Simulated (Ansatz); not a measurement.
Six crystals in the simple cubic structure, computed with PBE in Ansatz (plane waves, PAW datasets (generated soft set 1); cutoff 420 eV), no spin polarisation, no spin–orbit coupling, Fermi–Dirac smearing of 0.061 eV, k-spacing 0.06 Å⁻¹.

(1) Rank them by bulk modulus, stiffest first.
A. Ga
B. Co
C. Li
D. C
E. S
F. Al

## Answers

(1) D (329 GPa), B (184 GPa), E (84 GPa), F (57 GPa), A (46 GPa), C (12.3 GPa).

Model structures, not the usual forms at ambient conditions (metastable or hypothetical): C, S, Al, Li, Ga, Co. Spin polarisation is left out, and a magnetic state may lie lower for Co.
